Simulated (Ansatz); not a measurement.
Born–Oppenheimer molecular dynamics of a periodic cell of 36 atoms, Be (start crystal Be, start structure hcp, volume 1.05 times the crystal's). It goes on from the last frame of an earlier run, with new velocities.

All numbers below come from DFT PBE-D3(BJ), scalar-relativistic, plane waves, PAW (Ansatz 0.2.0). Settings: cutoff 420 eV, k mesh 2x2x2, fermi-dirac smearing 0.24 eV, no spin polarisation.

| Item | Value |
| --- | --- |
| ensemble | NVT, Langevin thermostat |
| time step | 1 fs |
| steps asked | 89 |
| set temperature | 2240 K |
| friction | 0.02 /fs |
| temperature schedule | 67 steps to 300 K, then 22 steps to 300 K |
| seed | 522188 |

Frames 10 fs apart, positions in Å, forces in eV/Å.

Velocities at 10.0 fs (Å/ps):

```
Be 4.16 -1.12 21.99
Be 26.16 -43.58 -3.56
Be -29.90 29.40 -6.28
Be 5.74 1.02 11.22
Be 7.18 28.90 5.79
Be 9.01 -17.49 6.07
Be 1.85 -2.57 -9.15
Be -2.85 -0.55 6.66
Be -18.94 8.57 2.83
Be -13.15 10.30 11.72
Be 3.29 -19.56 8.94
Be 9.23 -20.21 4.84
Be 7.54 5.27 -12.95
Be 11.61 -5.11 4.69
Be -6.22 6.03 6.79
Be 10.56 -19.57 13.29
Be -27.60 13.70 9.24
Be 10.19 -2.16 -13.09
Be 9.43 -11.38 -7.71
Be -1.00 -7.41 27.91
Be -22.09 8.64 14.34
Be 0.86 0.93 -4.35
Be 18.81 23.47 -12.08
Be -16.76 -0.27 4.59
Be -4.91 9.43 -0.63
Be 8.25 -7.31 -4.87
Be 3.29 -13.50 -14.32
Be 10.72 -2.56 1.93
Be 0.54 -0.25 14.23
Be -20.26 -4.66 -5.66
Be 22.63 40.15 -5.87
Be 20.21 -14.09 -23.00
Be -11.34 -4.42 -1.82
Be 8.23 -11.11 2.66
Be 18.67 -13.12 -6.46
Be -29.52 -6.50 -9.14
```

```xyz
36
Lattice="6.9826 0.0000 0.0000 -3.4913 6.0471 0.0000 0.0000 0.0000 7.2945" Properties=species:S:1:pos:R:3:forces:R:3 time_fs=10.0 energy_less_start_eV=-1.005 T=2092
Be -0.107 0.417 -0.192 0.76 -2.32 0.19
Be -0.033 1.249 1.691 0.50 0.30 0.21
Be 0.421 0.114 3.560 0.02 1.40 0.17
Be -0.032 1.411 5.256 0.31 0.13 0.79
Be -1.258 1.979 -0.194 0.20 1.35 1.54
Be -0.870 3.189 2.002 -0.83 0.10 -0.75
Be -1.152 1.602 3.547 0.26 0.47 0.33
Be -1.020 3.428 5.557 -1.08 -1.02 0.05
Be -2.252 3.945 0.046 -0.58 0.12 0.09
Be -2.355 5.311 1.812 0.67 -0.30 -0.06
Be -2.230 3.442 3.437 1.21 2.19 2.77
Be -2.501 5.349 5.569 0.74 0.26 -0.60
Be 2.289 0.181 -0.086 -0.46 -0.93 1.91
Be 2.310 1.185 2.147 -1.07 1.22 -1.36
Be 2.472 -0.052 3.808 -1.35 -0.12 -1.43
Be 2.098 0.951 5.458 0.37 2.47 -0.15
Be 1.335 2.367 0.032 -0.88 -1.64 -0.38
Be 1.319 3.377 2.047 -0.52 0.60 -0.72
Be 1.419 2.297 3.849 -0.25 -0.70 -0.28
Be 1.266 3.863 5.378 -1.46 -2.57 -0.40
Be -0.213 4.122 0.279 1.26 0.30 -0.89
Be 0.183 5.760 2.047 -0.70 -2.02 -0.58
Be -0.160 4.006 3.783 0.91 0.08 -0.60
Be -0.223 5.291 5.457 0.07 0.27 1.64
Be 4.435 -0.028 -0.160 0.53 0.72 1.46
Be 4.691 1.404 1.822 0.79 0.54 -0.94
Be 4.377 -0.029 4.002 0.97 -0.08 -1.71
Be 4.767 1.257 5.535 -0.97 1.66 -1.12
Be 3.499 2.005 -0.041 -0.12 0.13 0.07
Be 3.542 3.253 2.088 -1.99 0.63 -2.26
Be 3.698 1.826 3.530 -1.64 -0.55 1.64
Be 3.427 3.718 5.665 -0.69 -1.68 -1.05
Be 2.011 4.237 -0.176 1.45 0.32 2.11
Be 2.307 5.334 1.842 0.41 1.04 -0.77
Be 2.515 4.757 3.761 0.20 -3.56 -0.73
Be 2.052 5.516 5.431 2.95 1.22 1.82
36
Lattice="6.9826 0.0000 0.0000 -3.4913 6.0471 0.0000 0.0000 0.0000 7.2945" Properties=species:S:1:pos:R:3:forces:R:3 time_fs=20.0 energy_less_start_eV=-1.945 T=2297
Be -0.029 0.303 -0.022 -0.54 -1.81 -1.63
Be 0.251 0.913 1.694 -1.25 4.70 0.38
Be 0.165 0.479 3.530 1.72 -3.34 1.46
Be 0.036 1.451 5.458 0.06 0.38 -0.12
Be -1.262 2.222 -0.043 0.34 -1.21 0.80
Be -0.804 3.009 1.975 -0.32 0.39 -0.29
Be -1.152 1.654 3.509 -1.24 2.06 1.06
Be -1.108 3.382 5.621 -0.37 0.01 -0.78
Be -2.456 4.008 0.077 -0.23 0.14 0.01
Be -2.388 5.393 1.946 1.42 -2.43 -0.11
Be -2.175 3.515 3.556 1.87 3.65 0.36
Be -2.369 5.173 5.551 -0.14 1.72 -0.44
Be 2.184 0.134 -0.072 -0.27 -0.84 2.80
Be 2.413 1.228 2.124 -0.59 1.17 -0.96
Be 2.280 -0.041 3.792 0.12 -0.05 -0.68
Be 2.252 0.968 5.588 -0.36 3.15 -1.28
Be 1.006 2.385 0.086 -0.01 -1.57 -0.10
Be 1.331 3.403 1.954 -0.79 0.57 0.20
Be 1.465 2.145 3.811 -0.66 0.49 0.09
Be 1.093 3.590 5.587 -0.12 -0.74 -0.89
Be -0.402 4.264 0.358 1.28 -0.29 -0.98
Be 0.132 5.691 1.970 -0.65 -1.94 -0.61
Be 0.010 4.198 3.651 -0.32 -1.46 0.34
Be -0.284 5.353 5.542 1.65 -0.85 0.03
Be 4.395 0.067 -0.076 0.61 0.13 0.77
Be 4.741 1.279 1.768 0.12 0.88 0.00
Be 4.449 -0.112 3.804 0.69 1.62 -0.63
Be 4.841 1.323 5.521 -0.98 1.06 -0.61
Be 3.495 2.021 0.060 -0.56 0.18 -0.29
Be 3.368 3.310 1.956 0.39 0.40 -0.97
Be 3.760 2.153 3.619 -2.87 -3.26 0.80
Be 3.561 3.554 5.357 -1.06 -1.68 1.12
Be 1.995 4.212 -0.041 1.42 -0.09 0.85
Be 2.396 5.349 1.837 -0.25 0.57 -0.26
Be 2.749 4.467 3.686 -0.25 -1.27 -0.10
Be 1.985 5.468 5.461 2.11 -0.47 0.65
36
Lattice="6.9826 0.0000 0.0000 -3.4913 6.0471 0.0000 0.0000 0.0000 7.2945" Properties=species:S:1:pos:R:3:forces:R:3 time_fs=30.0 energy_less_start_eV=-2.148 T=2343
Be -0.006 0.055 -0.018 -1.61 -0.66 -0.45
Be 0.443 0.932 1.733 -1.08 2.40 0.14
Be 0.133 0.574 3.683 -0.86 -3.78 0.48
Be 0.000 1.511 5.668 -0.34 -0.76 -0.97
Be -1.238 2.383 0.213 -1.25 -2.40 -2.27
Be -0.796 2.887 1.901 0.34 1.97 1.73
Be -1.200 1.944 3.638 -0.35 0.98 0.95
Be -1.188 3.316 5.688 0.07 0.35 -0.63
Be -2.545 4.004 0.078 0.14 0.55 -0.58
Be -2.271 5.247 2.069 -0.09 -0.63 -0.96
Be -2.021 3.963 3.627 -0.59 -0.81 0.24
Be -2.268 5.080 5.438 -1.21 1.60 0.95
Be 1.919 -0.050 0.186 1.76 1.30 -0.04
Be 2.448 1.360 1.966 0.08 0.37 0.21
Be 2.092 -0.052 3.803 2.02 0.86 -0.29
Be 2.293 1.338 5.662 -0.08 -0.10 -0.30
Be 0.736 2.301 0.126 2.00 -0.57 0.68
Be 1.157 3.504 1.919 1.07 -0.04 -0.11
Be 1.383 2.045 3.825 -0.64 1.40 -0.54
Be 0.935 3.290 5.644 1.31 1.51 -0.27
Be -0.454 4.325 0.302 1.14 -1.41 -0.58
Be 0.084 5.565 1.821 -0.35 -0.21 1.14
Be 0.203 4.296 3.558 -0.87 -1.35 1.07
Be -0.221 5.285 5.670 1.14 0.67 -0.77
Be 4.440 0.105 0.120 0.79 -0.37 -1.33
Be 4.872 1.305 1.731 -0.84 0.08 1.12
Be 4.653 0.040 3.586 0.15 0.78 0.58
Be 4.808 1.431 5.493 -0.92 -0.58 0.47
Be 3.446 2.007 0.130 0.28 0.52 -0.35
Be 3.370 3.443 1.755 0.29 -0.75 0.09
Be 3.486 2.220 3.774 0.92 -3.23 -2.09
Be 3.650 3.307 5.185 -0.02 0.71 3.84
Be 2.173 4.153 0.152 -0.01 -0.66 -1.12
Be 2.441 5.401 1.793 -0.33 0.02 0.72
Be 2.838 3.994 3.594 -2.33 2.38 -0.28
Be 2.181 5.390 5.585 0.27 -0.19 -0.48
36
Lattice="6.9826 0.0000 0.0000 -3.4913 6.0471 0.0000 0.0000 0.0000 7.2945" Properties=species:S:1:pos:R:3:forces:R:3 time_fs=40.0 energy_less_start_eV=0.001 T=2041
Be -0.119 -0.121 -0.101 0.19 1.27 1.36
Be 0.474 1.185 1.766 -1.66 -1.14 1.64
Be 0.032 0.343 3.870 -0.48 -1.37 -0.71
Be -0.148 1.500 5.729 0.04 -1.15 -0.87
Be -1.346 2.341 0.337 -0.53 -1.20 -2.89
Be -0.727 3.040 1.950 -1.40 1.05 1.70
Be -1.314 2.254 3.829 0.45 -0.72 0.17
Be -1.201 3.341 5.718 0.21 0.43 -0.23
Be -2.647 4.044 -0.026 1.84 0.39 -0.74
Be -2.128 5.029 2.086 -1.25 1.24 -1.86
Be -1.834 4.305 3.687 -0.89 -3.00 1.39
Be -2.245 5.132 5.351 -1.22 1.51 2.48
Be 1.796 -0.097 0.455 1.90 2.08 -1.58
Be 2.474 1.567 1.886 -0.58 -0.41 0.96
Be 2.175 0.088 3.813 1.44 1.49 -0.48
Be 2.216 1.620 5.739 0.21 -1.52 -0.63
Be 0.713 2.174 0.177 1.95 0.50 -0.48
Be 1.004 3.630 1.814 3.26 -0.19 -0.38
Be 1.272 2.072 3.772 -1.07 0.53 -0.44
Be 0.945 3.148 5.690 0.44 2.73 -0.42
Be -0.395 4.276 0.201 0.43 -0.61 0.46
Be 0.003 5.550 1.882 -0.42 -0.05 0.89
Be 0.325 4.279 3.586 -0.42 -0.62 1.20
Be -0.104 5.328 5.799 0.51 0.72 -1.42
Be 4.493 0.190 0.249 0.76 -0.78 -1.73
Be 4.928 1.403 1.807 -1.16 -0.20 1.62
Be 4.769 0.238 3.517 -0.39 -0.54 1.06
Be 4.686 1.449 5.511 -0.57 -1.31 0.79
Be 3.305 2.025 0.177 1.57 0.10 -1.34
Be 3.433 3.405 1.600 1.17 -0.59 2.63
Be 3.295 2.069 3.743 2.21 -2.66 -0.17
Be 3.724 3.199 5.303 -0.46 1.37 0.66
Be 2.420 3.952 0.191 -2.71 0.46 -2.04
Be 2.475 5.480 1.771 -0.44 -0.77 0.97
Be 2.725 3.777 3.459 -1.60 3.06 0.37
Be 2.451 5.244 5.699 -1.33 -0.11 -1.92
36
Lattice="6.9826 0.0000 0.0000 -3.4913 6.0471 0.0000 0.0000 0.0000 7.2945" Properties=species:S:1:pos:R:3:forces:R:3 time_fs=50.0 energy_less_start_eV=-0.799 T=2075
Be -0.187 -0.197 -0.013 0.70 1.60 0.88
Be 0.358 1.314 1.919 -1.69 -1.18 0.81
Be -0.188 0.021 4.121 1.54 0.29 -2.77
Be -0.255 1.377 5.678 0.66 -0.01 0.03
Be -1.529 2.131 0.124 1.06 0.48 -0.11
Be -0.844 3.316 2.144 -0.23 -0.88 -0.48
Be -1.414 2.408 3.909 0.16 -1.70 0.16
Be -1.133 3.391 5.721 -0.26 0.54 -0.24
Be -2.558 4.120 -0.209 0.84 -0.16 2.16
Be -2.059 4.819 1.896 -1.64 1.37 0.51
Be -1.735 4.420 3.882 -0.91 -0.39 -0.39
Be -2.293 5.344 5.551 -0.09 1.33 0.59
Be 1.778 0.074 0.605 1.40 1.53 -2.26
Be 2.406 1.725 1.870 -1.22 -0.68 0.51
Be 2.354 0.330 3.775 -2.17 -2.45 0.73
Be 2.102 1.755 5.789 0.65 -1.94 -1.31
Be 0.806 2.032 0.188 0.87 0.94 -0.87
Be 1.063 3.730 1.683 1.23 -0.70 0.90
Be 1.101 2.162 3.657 0.14 -0.10 0.93
Be 0.963 3.297 5.760 -0.32 1.44 -0.68
Be -0.277 4.204 0.174 -0.22 0.09 0.79
Be -0.101 5.593 2.109 0.15 -0.41 -0.75
Be 0.350 4.163 3.811 -0.27 0.15 0.14
Be 0.009 5.460 5.876 -0.50 -0.21 -1.52
Be 4.539 0.232 0.214 0.48 -1.16 -0.08
Be 4.869 1.561 2.001 -0.60 -0.42 -0.72
Be 4.805 0.344 3.515 -0.26 -1.59 1.65
Be 4.521 1.365 5.571 0.05 -0.77 0.04
Be 3.299 2.004 0.089 1.74 -0.86 -0.14
Be 3.563 3.288 1.693 0.71 0.72 0.00
Be 3.342 1.778 3.650 2.24 3.24 0.64
Be 3.716 3.173 5.519 -0.53 0.90 -1.22
Be 2.419 3.733 -0.028 -1.30 0.99 0.08
Be 2.462 5.522 1.786 -0.59 -0.68 1.32
Be 2.472 3.817 3.340 -0.05 0.99 1.34
Be 2.599 5.087 5.655 -1.76 -0.32 -0.66
36
Lattice="6.9826 0.0000 0.0000 -3.4913 6.0471 0.0000 0.0000 0.0000 7.2945" Properties=species:S:1:pos:R:3:forces:R:3 time_fs=60.0 energy_less_start_eV=-0.118 T=1448
Be -0.158 -0.138 0.180 0.50 0.88 -0.09
Be 0.130 1.309 2.152 -0.86 -0.81 -1.43
Be -0.221 -0.210 4.067 2.46 0.64 -2.30
Be -0.233 1.261 5.631 0.01 0.29 -0.05
Be -1.572 1.966 -0.084 1.67 1.49 0.88
Be -1.000 3.474 2.294 1.74 -2.34 -0.45
Be -1.462 2.421 4.012 0.58 -1.37 -0.14
Be -1.044 3.493 5.733 -0.84 0.20 0.11
Be -2.406 4.203 -0.190 -0.30 -0.63 1.46
Be -2.083 4.771 1.765 -1.40 4.32 0.15
Be -1.727 4.446 4.015 -1.56 0.22 -0.54
Be -2.312 5.667 5.708 -0.03 0.19 -0.50
Be 1.881 0.378 0.587 0.90 -2.25 -1.11
Be 2.245 1.874 1.860 0.33 -0.42 1.23
Be 2.369 0.300 3.803 -1.88 -0.05 1.49
Be 2.079 1.726 5.683 0.72 -0.65 -0.92
Be 0.960 1.990 0.105 -1.20 1.39 0.11
Be 1.193 3.724 1.630 -0.37 -0.65 1.48
Be 0.953 2.232 3.651 0.79 -0.28 1.31
Be 0.894 3.549 5.695 1.34 -1.06 -0.08
Be -0.166 4.154 0.273 -0.70 0.36 -0.16
Be -0.158 5.604 2.288 0.85 -0.77 -1.90
Be 0.302 4.099 3.967 -1.61 1.13 -0.74
Be 0.093 5.580 5.855 -2.09 -2.28 -1.12
Be 4.584 0.169 0.159 0.58 -1.27 0.91
Be 4.755 1.657 2.072 0.53 -1.58 -1.54
Be 4.868 0.271 3.639 -0.26 -1.16 0.92
Be 4.417 1.188 5.565 0.93 1.59 -0.45
Be 3.384 1.885 0.055 0.28 -0.02 0.46
Be 3.684 3.300 1.845 -0.93 0.73 -0.22
Be 3.603 1.759 3.659 -1.36 2.07 0.57
Be 3.678 3.252 5.552 0.57 -0.34 -1.10
Be 2.243 3.545 -0.218 0.98 1.01 1.13
Be 2.393 5.437 1.929 -0.11 0.31 0.57
Be 2.237 3.929 3.402 0.87 0.10 1.42
Be 2.550 4.999 5.616 -1.14 1.00 0.65
```

Of the whole run (89 fs, mean temperature of the second half 1571 K): The schedule's set-point averaged 463 K over the second half and the system 1571 K, so it lags behind the ramp. A run of 0.089 ps of so small a system gives no equilibrium averages. Limits of this set-up: coarse k mesh.

The run took 13 min on 1 thread of Arm Neoverse V1 (shared host), peak memory 0.64 GiB.
